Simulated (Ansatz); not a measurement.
LiI (rock salt, Fm-3m), a = 6.019 Å, b = 6.019 Å, c = 6.019 Å, α = 90.00°, β = 90.00°, γ = 90.00°; the cell used has 2 atoms.

Relaxed with r²SCAN.

**Question.** Which orbitals make up the states near the band edges in the program Ansatz at the r²SCAN level (PAW)?

**Answer.** Top 1 eV of the valence band: I 5p 98 %. Bottom 1 eV of the conduction band: Li 2s 45 %, outside the projected shells 48 %. Projections are on Löwdin-orthogonalised atomic valence shells; empty p or d shells of many metals are not among them.

**Question.** Tabulate the density of states.

**Answer.** States/eV per cell of 2 atoms, in 0.25 eV bins, energy from the valence-band maximum.

```csv
E (eV),total,I 5p,Li 2s,I 5s
-7.85,0.00,0.00,0.00,0.00
-7.60,0.00,0.00,0.00,0.00
-7.35,0.00,0.00,0.00,0.00
-7.10,0.00,0.00,0.00,0.00
-6.85,0.00,0.00,0.00,0.00
-6.60,0.00,0.00,0.00,0.00
-6.35,0.00,0.00,0.00,0.00
-6.10,0.00,0.00,0.00,0.00
-5.85,0.00,0.00,0.00,0.00
-5.60,0.00,0.00,0.00,0.00
-5.35,0.00,0.00,0.00,0.00
-5.10,0.00,0.00,0.00,0.00
-4.85,0.00,0.00,0.00,0.00
-4.60,0.00,0.00,0.00,0.00
-4.35,0.00,0.00,0.00,0.00
-4.10,0.00,0.00,0.00,0.00
-3.85,0.00,0.00,0.00,0.00
-3.60,0.00,0.00,0.00,0.00
-3.35,0.00,0.00,0.00,0.00
-3.10,0.00,0.00,0.00,0.00
-2.85,0.96,0.83,0.12,0.00
-2.60,2.99,2.67,0.27,0.02
-2.35,2.08,1.82,0.21,0.03
-2.10,1.02,0.90,0.09,0.02
-1.85,1.45,1.35,0.07,0.02
-1.60,1.53,1.45,0.04,0.01
-1.35,1.60,1.53,0.03,0.01
-1.10,2.83,2.73,0.05,0.01
-0.85,2.84,2.76,0.03,0.01
-0.60,2.87,2.82,0.01,0.00
-0.35,2.67,2.64,0.00,0.00
-0.10,1.18,1.17,0.00,0.00
0.15,0.00,0.00,0.00,0.00
0.40,0.00,0.00,0.00,0.00
0.65,0.00,0.00,0.00,0.00
0.90,0.00,0.00,0.00,0.00
1.15,0.00,0.00,0.00,0.00
1.40,0.00,0.00,0.00,0.00
1.65,0.00,0.00,0.00,0.00
1.90,0.00,0.00,0.00,0.00
2.15,0.00,0.00,0.00,0.00
2.40,0.00,0.00,0.00,0.00
2.65,0.00,0.00,0.00,0.00
2.90,0.00,0.00,0.00,0.00
3.15,0.00,0.00,0.00,0.00
3.40,0.00,0.00,0.00,0.00
3.65,0.00,0.00,0.00,0.00
3.90,0.00,0.00,0.00,0.00
4.15,0.00,0.00,0.00,0.00
4.40,0.00,0.00,0.00,0.00
4.65,0.00,0.00,0.00,0.00
4.90,0.00,0.00,0.00,0.00
5.15,0.16,0.00,0.13,0.00
5.40,0.51,0.02,0.33,0.02
5.65,1.05,0.04,0.48,0.03
5.90,1.81,0.07,0.64,0.06
6.15,2.35,0.10,0.69,0.07
6.40,2.12,0.10,0.68,0.07
6.65,0.65,0.02,0.14,0.01
6.90,1.90,0.03,0.13,0.00
7.15,2.75,0.04,0.16,0.01
7.40,1.78,0.03,0.12,0.00
7.65,1.79,0.04,0.17,0.01
7.90,2.08,0.04,0.13,0.01
8.15,1.53,0.03,0.08,0.01
8.40,1.48,0.03,0.09,0.01
8.65,1.42,0.04,0.14,0.01
8.90,1.31,0.05,0.17,0.02
9.15,1.24,0.05,0.21,0.01
9.40,1.75,0.07,0.29,0.01
9.65,1.79,0.07,0.28,0.01
9.90,1.25,0.04,0.17,0.01
```

Symmetry was held in the r²SCAN relaxation; phonons on a q-mesh show no instability. Scalar-relativistic: spin–orbit coupling is off unless named, which matters more the heavier the elements.

Potentials: the later of the program's two PAW sets.
